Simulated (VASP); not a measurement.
A run of VASP 6.6.1 is set up as follows.

The input INCAR:

```
PREC = Accurate
ENCUT = 520
EDIFF = 1E-6
ISMEAR = -1
SIGMA = 0.02
LREAL = Auto
LASPH = T
NELM = 60
ALGO = Fast
ISIF = 2
LWAVE = F
LCHARG = F
GGA = PE
IVDW = 12
NBANDS = 101
```

KPOINTS

```
regular mesh
0
Gamma
  1 1 1
```

POSCAR

```
CO2
1.0
    8.7065880000      0.0000000000      0.0000000000
    0.0000000000      8.7065880000      0.0000000000
    0.0000000000      0.0000000000      8.7065880000
C O
10 20
Direct
    0.3988588871      0.2094505907      0.5713374746
    0.9339824050     -0.0270484833      0.2957415695
    0.7571852487      0.4103559282      0.3411324850
    0.4079095048      0.4375996659      0.9016850229
    0.4871024103      0.8304056652      0.9712300616
    1.0081101805      0.5159311547      0.8175533286
    0.6509208889      0.7344438487      0.6209780456
    0.2935707995      0.6220002600      0.3241568339
    0.0322858966      0.9431478784      0.7423459109
    0.7785368964      0.2086925441      0.9085189284
    0.3237548394      0.2543361418      0.4641657559
    0.4892731803      0.1657135953      0.6645772144
    0.8672398418     -0.0531206944      0.4135718837
    1.0225475238      0.0297246177      0.2182255552
    0.7272998332      0.3071811828      0.4179593659
    0.8107768508      0.5143691191      0.2560589751
    0.3106038784      0.3877523549      0.9757438850
    0.5185613469      0.4719070203      0.8251682519
    0.3550185216      0.8097201797      0.9670148628
    0.6105032189      0.8765086851      0.9593654828
    0.9368308228      0.4873895492      0.9210726406
    1.1030957248      0.5420033657      0.7267944687
    0.5672256457      0.8314623363      0.5826392612
    0.7402555398      0.6433633933      0.6699869111
    0.1816325752      0.6523795544      0.3841803471
    0.4095289682      0.5766323157      0.2677512706
    0.1508742575      1.0119578416      0.7234062299
   -0.0651920132      0.8589357852      0.7895170875
    0.7077858743      0.2528659907      1.0113031649
    0.8401224452      0.1645994964      0.8014390942
```

Potentials or basis: VASP PAW PBE potentials, release 64 (C, O).

Run with:

```bash
$ cat potpaw_PBE.64/C/POTCAR potpaw_PBE.64/O/POTCAR > POTCAR
$ mpirun -np 1 vasp_gam > vasp.out
```

Task: Predict the dispersion energy per atom.

Result: -0.044 eV.

Task: Predict the largest force.

Result: 8.332 eV/Å.

Task: Estimate the band gap on the k mesh.

Result: 5.72 eV, direct.

Forces on the atoms (eV/Å):
```
C    0.591  0.188 -1.385
C   -2.185 -0.349  5.937
C    3.641  5.677 -4.892
C    4.195  0.584 -2.616
C   -1.475  0.880 -0.650
C    3.698  0.973 -3.051
C    1.879 -1.210  1.247
C    4.106 -2.047 -1.838
C    1.831 -0.677  1.649
C   -1.044  0.449  0.851
O    0.924 -0.767  2.176
O   -1.548  0.519 -0.784
O   -0.302 -0.819 -1.840
O    2.501  1.122 -4.097
O   -1.060 -1.723  1.444
O   -2.576 -3.872  3.467
O   -2.088 -0.522  1.382
O   -2.294 -0.027  1.329
O   -1.464 -1.105  0.444
O    2.909  0.237  0.269
O   -4.137 -1.297  4.633
O    0.587  0.384 -1.631
O   -0.915  0.519 -0.564
O   -0.999  0.555 -0.969
O   -3.502  1.406  1.667
O   -0.572  0.685  0.179
O   -2.373 -0.727 -0.455
O    0.840  1.316 -1.165
O   -1.163  0.671  2.237
O    1.992 -1.024 -2.970
```

Caveat: the standard files for N, O and F lose accuracy on very short bonds.
